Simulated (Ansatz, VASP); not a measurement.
# Al (Al wire along [110], 23 atoms a period) in two plane-wave programs, part 2 of 2

Wanted: the spread between two codes on one cell, functional and k mesh. The structure shown is the end of the Ansatz relaxation below.

VASP 6.6.1 and Ansatz 0.2.0.

So far: The structure; Ansatz: relaxation, PBE.

## 3. VASP: single point, PBE

Level of this step: PBE; plane waves and PAW (Al) (VASP).

The same cell, functional, mesh and smearing now go to VASP, with its own data sets.

Lines of VASP's logs that name or quote its potential files are left out, and so is its time.

The input, INCAR:

```
SYSTEM = Al
PREC = Accurate
ENCUT = 500
EDIFF = 1E-06
NELM = 120
ISMEAR = -1
SIGMA = 0.05
LREAL = .FALSE.
ALGO = Normal
GGA = PE
NBANDS = 57
LORBIT = 11
LWAVE = .FALSE.
LCHARG = .FALSE.
ISIF = 2
LASPH = .TRUE.
GGA_COMPAT = .FALSE.
KPAR = 4
```

The input, POSCAR:

```
Al
1.0
   18.9200000000      0.0000000000      0.0000000000
    0.0000000000     18.2270000000      0.0000000000
    0.0000000000      0.0000000000      2.7278917510
Al
23
Direct
    0.2821760025      0.3402008615      0.0000000000
    0.2902810078      0.4999957640      0.0000000000
    0.5000000000      0.3394134448      0.0000000000
    0.5000000000      0.1868907053      0.0000000000
    0.5000000000      0.4999957640      0.0000000000
    0.7178239975      0.3402008615      0.0000000000
    0.7097189922      0.4999957640      0.0000000000
    0.1790486160      0.4230997976      0.5000000000
    0.1790486160      0.5768917304      0.5000000000
    0.3884107067      0.2618742544      0.5000000000
    0.3932906771      0.4183407084      0.5000000000
    0.3932906771      0.5816508196      0.5000000000
    0.3884107067      0.7381172736      0.5000000000
    0.6115892933      0.2618742544      0.5000000000
    0.6067093229      0.4183407084      0.5000000000
    0.6067093229      0.5816508196      0.5000000000
    0.6115892933      0.7381172736      0.5000000000
    0.8209513840      0.4230997976      0.5000000000
    0.8209513840      0.5768917304      0.5000000000
    0.2821760025      0.6597906665      0.0000000000
    0.5000000000      0.6605780832      0.0000000000
    0.5000000000      0.8131008227      0.0000000000
    0.7178239975      0.6597906665      0.0000000000
```

The input, KPOINTS:

```
Automatic mesh
0
Gamma
1 1 29
0 0 0
```

PAW data sets: Al (PBE family, release 64).

Started as:

```
$ mpirun -np 4 vasp_std
```

Numbers of over 12 decimals in the logs are rounded to 6 here.

The log of the run:

```text
[banner, memory and clock lines left out]
running    4 mpi-ranks, on    1 nodes
 distrk:  each k-point on    1 cores,    4 groups
 distr:  one band on    1 cores,    1 groups

 POSCAR found type information on POSCAR Al
 POSCAR found :  1 types and      23 ions
|                                                                             |
|               ----> ADVICE to this user running VASP <----                  |
|                                                                             |
|     You have a (more or less) 'large supercell' and for larger cells it     |
|     might be more efficient to use real-space projection operators.         |
|     Therefore, try LREAL= Auto in the INCAR file.                           |
|     Mind: For very accurate calculation, you might also keep the            |
|     reciprocal projection scheme (i.e. LREAL=.FALSE.).                      |
|                                                                             |

 LDA part: xc-table for (Slater+PW92), standard interpolation
 POSCAR, INCAR and KPOINTS ok, starting setup
 FFT: planning ... GRIDC
 FFT: planning ... GRID_SOFT
 FFT: planning ... GRID
 WAVECAR not read
 entering main loop
       N       E                     dE             d eps       ncg     rms          rms(c)
DAV:   1     0.203556561843E+03    0.20356E+03   -0.20427E+04  1710   0.838E+02
DAV:   2    -0.668357666198E+02   -0.27039E+03   -0.25338E+03  2198   0.146E+02
DAV:   3    -0.836544703023E+02   -0.16819E+02   -0.16214E+02  2284   0.341E+01
DAV:   4    -0.843203496320E+02   -0.66588E+00   -0.66331E+00  2628   0.782E+00
DAV:   5    -0.843454440832E+02   -0.25094E-01   -0.25087E-01  2628   0.151E+00    0.750E+00
DAV:   6    -0.808317560116E+02    0.35137E+01   -0.11884E+01  2020   0.109E+01    0.460E+00
DAV:   7    -0.798669637784E+02    0.96479E+00   -0.29742E+00  1940   0.641E+00    0.277E+00
DAV:   8    -0.795770423925E+02    0.28992E+00   -0.89617E-01  2114   0.308E+00    0.143E+00
DAV:   9    -0.794597170056E+02    0.11733E+00   -0.27272E-01  2068   0.171E+00    0.595E-01
DAV:  10    -0.794449077068E+02    0.14809E-01   -0.43983E-02  2179   0.589E-01    0.387E-01
DAV:  11    -0.794377174987E+02    0.71902E-02   -0.10151E-02  2172   0.289E-01    0.174E-01
DAV:  12    -0.794348124125E+02    0.29051E-02   -0.61192E-03  2107   0.190E-01    0.999E-02
DAV:  13    -0.794363941331E+02   -0.15817E-02   -0.33173E-03  1993   0.143E-01    0.491E-02
DAV:  14    -0.794383876381E+02   -0.19935E-02   -0.85378E-04  1962   0.844E-02    0.278E-02
DAV:  15    -0.794397093670E+02   -0.13217E-02   -0.27065E-04  1900   0.507E-02    0.161E-02
DAV:  16    -0.794402005529E+02   -0.49119E-03   -0.55756E-05  2175   0.227E-02    0.117E-02
DAV:  17    -0.794406713233E+02   -0.47077E-03   -0.91756E-05  1874   0.170E-02    0.539E-03
DAV:  18    -0.794407775491E+02   -0.10623E-03   -0.95977E-06  1880   0.597E-03    0.390E-03
DAV:  19    -0.794410663392E+02   -0.28879E-03   -0.28255E-05  1722   0.795E-03    0.209E-03
DAV:  20    -0.794411409335E+02   -0.74594E-04   -0.70783E-06  1621   0.376E-03    0.108E-03
DAV:  21    -0.794411828509E+02   -0.41917E-04   -0.38445E-06  1502   0.270E-03    0.566E-04
DAV:  22    -0.794411933507E+02   -0.10500E-04   -0.91880E-07  1446   0.148E-03    0.408E-04
DAV:  23    -0.794411957635E+02   -0.24128E-05   -0.25609E-07  1329   0.946E-04    0.191E-04
DAV:  24    -0.794411961293E+02   -0.36583E-06   -0.37745E-08  1332   0.550E-04
   1 F= -.79441196E+02 E0= -.79395183E+02  d E =-.920265E-01
```

OUTCAR, selected parts (step 3):

```text
ion  position               nearest neighbor table
   1  0.282  0.340  0.000-  10 2.82  10 2.82   8 2.82   8 2.82  11 2.88  11 2.88   2 2.92
   2  0.290  0.500  0.000-  11 2.81  11 2.81  12 2.81  12 2.81   8 2.87   8 2.87   9 2.87   9 2.87
                             1 2.92  20 2.92
   3  0.500  0.339  0.000-   4 2.78  11 2.83  15 2.83  11 2.83  15 2.83  10 2.88  14 2.88  14 2.88
                            10 2.88   5 2.93
   4  0.500  0.187  0.000-   3 2.78  10 2.86  14 2.86  10 2.86  14 2.86
   5  0.500  0.500  0.000-  11 2.86  15 2.86  11 2.86  15 2.86  12 2.86  12 2.86  16 2.86  16 2.86
                             3 2.93  21 2.93
   6  0.718  0.340  0.000-  14 2.82  14 2.82  18 2.82  18 2.82  15 2.88  15 2.88   7 2.92
   7  0.710  0.500  0.000-  15 2.81  15 2.81  16 2.81  16 2.81  18 2.87  18 2.87  19 2.87  19 2.87
                             6 2.92  23 2.92
   8  0.179  0.423  0.500-   9 2.80   1 2.82   1 2.82   2 2.87   2 2.87
   9  0.179  0.577  0.500-   8 2.80  20 2.82  20 2.82   2 2.87   2 2.87
  10  0.388  0.262  0.500-   1 2.82   1 2.82  11 2.85   4 2.86   4 2.86   3 2.88   3 2.88
  11  0.393  0.418  0.500-   2 2.81   2 2.81   3 2.83   3 2.83  10 2.85   5 2.86   5 2.86   1 2.88
                             1 2.88  12 2.98
  12  0.393  0.582  0.500-   2 2.81   2 2.81  21 2.83  21 2.83  13 2.85   5 2.86   5 2.86  20 2.88
                            20 2.88  11 2.98
  13  0.388  0.738  0.500-  20 2.82  20 2.82  12 2.85  22 2.86  22 2.86  21 2.88  21 2.88
  14  0.612  0.262  0.500-   6 2.82   6 2.82  15 2.85   4 2.86   4 2.86   3 2.88   3 2.88
  15  0.607  0.418  0.500-   7 2.81   7 2.81   3 2.83   3 2.83  14 2.85   5 2.86   5 2.86   6 2.88
                             6 2.88  16 2.98
  16  0.607  0.582  0.500-   7 2.81   7 2.81  21 2.83  21 2.83  17 2.85   5 2.86   5 2.86  23 2.88
                            23 2.88  15 2.98
  17  0.612  0.738  0.500-  23 2.82  23 2.82  16 2.85  22 2.86  22 2.86  21 2.88  21 2.88
  18  0.821  0.423  0.500-  19 2.80   6 2.82   6 2.82   7 2.87   7 2.87
  19  0.821  0.577  0.500-  18 2.80  23 2.82  23 2.82   7 2.87   7 2.87
  20  0.282  0.660  0.000-  13 2.82  13 2.82   9 2.82   9 2.82  12 2.88  12 2.88   2 2.92
  21  0.500  0.661  0.000-  22 2.78  16 2.83  12 2.83  12 2.83  16 2.83  17 2.88  13 2.88  13 2.88
                            17 2.88   5 2.93
  22  0.500  0.813  0.000-  21 2.78  17 2.86  13 2.86  13 2.86  17 2.86
  23  0.718  0.660  0.000-  17 2.82  17 2.82  19 2.82  19 2.82  16 2.88  16 2.88   7 2.92

  LATTYP: Found a simple orthorhombic cell.
 ALAT       =     2.7278917510
 B/A-ratio  =     6.6817167482
 C/A-ratio  =     6.9357590869

 Subroutine GETGRP returns: Found  8 space group operations
 (whereof  4 operations were pure point group operations)

The static configuration has the point symmetry C_2v.
 The point group associated with its full space group is D_2h.

 Found     15 irreducible k-points:

   k-points           NKPTS =     15   k-points in BZ     NKDIM =     15   number of bands    NBANDS=     57

   dimension x,y,z NGX =   140 NGY =  140 NGZ =   20
   dimension x,y,z NGXF=   280 NGYF=  280 NGZF=   40

   ENCUT  =  500.0 eV  36.75 Ry    6.06 a.u.  34.50 33.23  4.97*2*pi/ulx,y,z

   NELECT =      69.0000    total number of electrons

 k-points in reciprocal lattice and weights: Automatic mesh
   0.00000000  0.00000000  0.00000000       0.034
   0.00000000  0.00000000  0.03448276       0.069
   0.00000000  0.00000000  0.06896552       0.069
   0.00000000  0.00000000  0.10344828       0.069
   0.00000000  0.00000000  0.13793103       0.069
   0.00000000  0.00000000  0.17241379       0.069
   0.00000000  0.00000000  0.20689655       0.069
   0.00000000  0.00000000  0.24137931       0.069
   0.00000000  0.00000000  0.27586207       0.069
[...]
0.00000000  0.00000000  0.44827586       0.069
   0.00000000  0.00000000  0.48275862       0.069

 average (electrostatic) potential at core
       1 -79.7672       2 -79.6777       3 -79.6762       4 -79.8367       5 -79.7455
       6 -79.7672       7 -79.6777       8 -79.7576       9 -79.7576      10 -79.8036
      11 -79.6957      12 -79.6957      13 -79.8036      14 -79.8036      15 -79.6957
      16 -79.6957      17 -79.8036      18 -79.7576      19 -79.7576      20 -79.7672
      21 -79.6762      22 -79.8367      23 -79.7672

 E-fermi :   0.8371

 k-point     1 :       0.0000    0.0000    0.0000
  band No.  band energies     occupation
    ...
     32      -0.3851      2.00000
     33      -0.1527      2.00000
     34       0.4278      1.99944
     35       0.4669      1.99878
     36       0.4914      1.99801
     37       1.2812      0.00028
     38       1.4207      0.00002
     39       1.8905      0.00000
     40       1.9201      0.00000
     41       1.9966      0.00000
    ...

 k-point     2 :       0.0000    0.0000    0.0345
  band No.  band energies     occupation
    ...
     32      -0.3632      2.00000
     33      -0.1308      2.00000
     34       0.4494      1.99914
     35       0.4880      1.99814
     36       0.5128      1.99695
     37       1.3029      0.00018
     38       1.4429      0.00001
     39       1.9101      0.00000
     40       1.9418      0.00000
     41       2.0182      0.00000
    ...

 k-point     3 :       0.0000    0.0000    0.0690
  band No.  band energies     occupation
    ...
     32      -0.2973      2.00000
     33      -0.0653      2.00000
     34       0.5141      1.99687
     35       0.5511      1.99346
     36       0.5769      1.98908
     37       1.3679      0.00005
     38       1.5092      0.00000
     39       1.9678      0.00000
     40       2.0068      0.00000
     41       2.0829      0.00000
    ...

  Total        0.0174648     -0.1082047     -0.0889144      0.0000000      0.0000000      0.0000000
  in kB        0.0297449     -0.1842864     -0.1514326      0.0000000      0.0000000      0.0000000
  external PRESSURE =      -0.1019914 kB  Pullay stress =       0.0000000 kB

  energy-cutoff  :      500.00
  volume of cell :      940.73
      direct lattice vectors                 reciprocal lattice vectors
    18.920000000  0.000000000  0.000000000     0.052854123  0.000000000  0.000000000
     0.000000000 18.227000000  0.000000000     0.000000000  0.054863664  0.000000000
     0.000000000  0.000000000  2.727891751     0.000000000  0.000000000  0.366583461

 POSITION                                       TOTAL-FORCE (eV/Angst)
 -----------------------------------------------------------------------------------
      5.33877      6.20084      0.00000         0.004346      0.007925     -0.000000
      5.49212      9.11342      0.00000         0.004780      0.000000      0.000000
      9.46000      6.18649      0.00000        -0.000000      0.002135      0.000000
      9.46000      3.40646      0.00000        -0.000000     -0.000899      0.000000
      9.46000      9.11342      0.00000        -0.000000      0.000000      0.000000
     13.58123      6.20084      0.00000        -0.004346      0.007925     -0.000000
     13.42788      9.11342      0.00000        -0.004780      0.000000      0.000000
      3.38760      7.71184      1.36395         0.002636      0.001029      0.000000
      3.38760     10.51501      1.36395         0.002636     -0.001029      0.000000
      7.34873      4.77318      1.36395        -0.004457      0.004717      0.000000
      7.44106      7.62510      1.36395        -0.003351      0.004198      0.000000
      7.44106     10.60175      1.36395        -0.003351     -0.004198     -0.000000
      7.34873     13.45366      1.36395        -0.004457     -0.004717     -0.000000
     11.57127      4.77318      1.36395         0.004457      0.004717      0.000000
     11.47894      7.62510      1.36395         0.003351      0.004198      0.000000
     11.47894     10.60175      1.36395         0.003351     -0.004198     -0.000000
     11.57127     13.45366      1.36395         0.004457     -0.004717      0.000000
     15.53240      7.71184      1.36395        -0.002636      0.001029      0.000000
     15.53240     10.51501      1.36395        -0.002636     -0.001029      0.000000
      5.33877     12.02600      0.00000         0.004346     -0.007925      0.000000
      9.46000     12.04036      0.00000        -0.000000     -0.002135      0.000000
      9.46000     14.82039      0.00000        -0.000000      0.000899      0.000000
     13.58123     12.02600      0.00000        -0.004346     -0.007925      0.000000
 -----------------------------------------------------------------------------------
    total drift:                               -0.000000     -0.000000      0.000000

  FREE ENERGIE OF THE ION-ELECTRON SYSTEM (eV)
  ---------------------------------------------------
  free  energy   TOTEN  =       -79.4411961293 eV

  energy  without entropy=      -79.3491696771  energy(sigma->0) =      -79.39518290

 total charge
# of ion       s       p       d       tot
------------------------------------------
    1        0.445   0.328   0.000   0.773
    2        0.431   0.354   0.000   0.786
    3        0.437   0.350   0.000   0.787
    4        0.467   0.303   0.000   0.769
    5        0.431   0.346   0.000   0.777
    6        0.445   0.328   0.000   0.773
    7        0.431   0.354   0.000   0.786
    8        0.474   0.299   0.000   0.773
    9        0.474   0.299   0.000   0.773
   10        0.450   0.320   0.000   0.770
   11        0.432   0.350   0.000   0.782
   12        0.432   0.350   0.000   0.782
   13        0.450   0.320   0.000   0.770
   14        0.450   0.320   0.000   0.770
   15        0.432   0.350   0.000   0.782
   16        0.432   0.350   0.000   0.782
   17        0.450   0.320   0.000   0.770
   18        0.474   0.299   0.000   0.773
   19        0.474   0.299   0.000   0.773
   20        0.445   0.328   0.000   0.773
   21        0.437   0.350   0.000   0.787
   22        0.467   0.303   0.000   0.769
   23        0.445   0.328   0.000   0.773
--------------------------------------------------
tot         10.305   7.547   0.000  17.852

[... 3 further parts left out ...]
```

## 4. Side by side

Known differences besides the potentials themselves: the cutoff is 420 eV in Ansatz and 500 eV in VASP; Ansatz's pressure holds a Pulay correction, VASP's none. Total energies have different zeros and are not compared.

The two programs side by side:

| quantity | Ansatz | VASP | difference |
| --- | --- | --- | --- |
| pressure (GPa) | 0.00 | -0.01 | +0.01 |

## 5. Outcome

```
difference in pressure (single point, PBE) : 0.0054 GPa
```

**Reading.** The difference in pressure is 0.0054 GPa (single point, PBE), within the 1 GPa picked in this series as the mark of a large difference. How closely two codes agree says nothing of how well the functional describes the real material.

[Lines on the potential files, build, host, timing and source positions are cut from VASP's logs without a mark.]

[Logs are printed without paths, hosts, clocks, repeated set-up lines and the standing remarks that a program may print on its own settings, such as how far it seeks lower states.]

[Hosts, paths, dates, database ids (printed as entryN), source tags and the programs' standing remarks are cut or masked in the printed files.]
